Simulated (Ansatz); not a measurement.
**Relaxing zincblende-structured CaO**

Level of theory: DFT, r²SCAN, scalar-relativistic, no spin polarisation; plane waves to 500 eV with PAW datasets (Ansatz 0.2.0), 8×8×8 k-mesh, Gaussian smearing of 0.05 eV; PAW files: Ansatz's generated set soft_2.

This is a trial structure: the heavier alkaline earths' oxides and chalcogenides take the rock-salt structure.

The start:

```
Ca O
1.0
     0.00000    2.60500    2.60500
     2.60500    0.00000    2.60500
     2.60500    2.60500    0.00000
Ca O
1 1
Direct
  0.00000 0.00000 0.00000
  0.25000 0.25000 0.25000
```

The steps in volume:

```
run        level  k-mesh        kind  V (Å³/atom)  P (GPa)  E − E(final) (meV/atom)  gap on the mesh (eV)
  1  PBE, 420 eV   6×6×6  fixed cell        17.68      1.5                        –                  3.34
  2  PBE, 420 eV   6×6×6  fixed cell        17.86      0.7                        –                  3.31
  3  PBE, 420 eV   6×6×6  fixed cell        18.02      0.0                        –                  3.27
  4       r²SCAN   8×8×8  fixed cell        18.02     -1.4                      1.4                  3.70
  5       r²SCAN   8×8×8  fixed cell        17.85     -0.7                      0.3                  3.73
  6       r²SCAN   8×8×8  fixed cell        17.71      0.0                      0.0                  3.76
```

The cell is relaxed to zero pressure at this level.

The final structure (symmetry read at 0.01 Å). The structure is cubic, space group F-43m (No. 216). The conventional cell has a = 5.213 Å, b = 5.213 Å, c = 5.213 Å, α = 90.00°, β = 90.00°, γ = 90.00°. Around Ca (site symmetry -43m) lie 4 O at 2.26 Å. Around O (site symmetry -43m) lie 4 Ca at 2.26 Å. (Shells end 15 % past the nearest neighbour.)

```
atom  site  symmetry       x       y       z
  Ca    4a      -43m  0.0000  0.0000  0.0000
   O    4d      -43m  0.2500  0.2500  0.7500
```

At the final geometry the gap, band path included, is 3.76 eV. The equation of state gives B0 = 83 GPa and B0′ = 4.1. The elastic tensor is positive definite (smallest eigenvalue 15.2 GPa). Against the elements' standard states, run alike and uncorrected, the formation energy is -2.97 eV/atom. 

**Reading the result.**

Within 0.6 eV of the edges the projected states are 98 % O 2p at the top of the valence band and 77 % Ca 4s at the bottom of the conduction band. Crossing the gap moves an electron from the anion's filled p shell to the metal's empty orbitals, as in ionic insulators.

Bader charges against formal ones: Ca +1.52 (+2), O −1.52 (−2). The cations give up 76 % of the formal charge; Bader charges stay under formal ones because the anions' density reaches into the cations' basins.

Kohn–Sham gaps of semilocal functionals lie under measured ones, often by a third or more.
